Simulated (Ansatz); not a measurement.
# In (bcc type): the cost of one run

Program: Ansatz 0.2.0. Level of theory: DFT PBE, with the methods named in each step. These are calculated values, not measurements.

## 1. The structure to begin with

The structure is cubic, space group Im-3m (No. 229). The conventional cell has a = 3.804 Å, b = 3.804 Å, c = 3.804 Å, α = 90.00°, β = 90.00°, γ = 90.00°. In (site symmetry m-3m) is surrounded by 8 In at 3.29 Å.

As a file:

```
In
1.0
    -1.90182    1.90182    1.90182
     1.90182   -1.90182    1.90182
     1.90182    1.90182   -1.90182
In
1
Direct
  0.00000 0.00000 0.00000
```

## 2. Bcc relaxed, PAW

File input.yaml:

```yaml
crystal:
  lattice:
    - [-1.9018218905, 1.9018218905, 1.9018218905]
    - [1.9018218905, -1.9018218905, 1.9018218905]
    - [1.9018218905, 1.9018218905, -1.9018218905]
  atoms:
    - { symbol: In, position: [0.0, 0.0, 0.0] }
kpoints:
  mp_grid: { grid: [15, 15, 15] }
scf:
  occupations: { method: fermi_dirac, width: 0.05 }
hamiltonian:
  xc: pbe
  pseudopotentials: { kind: paw_fr }
output:
  forces: true
  stress: true
  write_density: true
  write_potential: true
  elf: true
  volumetric_format: npy
relax:
  f_tol: 0.005
  max_steps: 40
  cell: {}
magnetization:
  noncollinear: true
  spin_orbit: true
```

Run with:

```console
ansatz run input.yaml --threads 2 --pin off --max-ram 5120MiB --backend cpu --events-out ev --progress --plain --runs-dir out
```

**Question.** How long does this run take on 2 threads of Arm Neoverse V1, shared host, and how much memory does it need?

About 21 s, with a peak of 0.46 GiB.
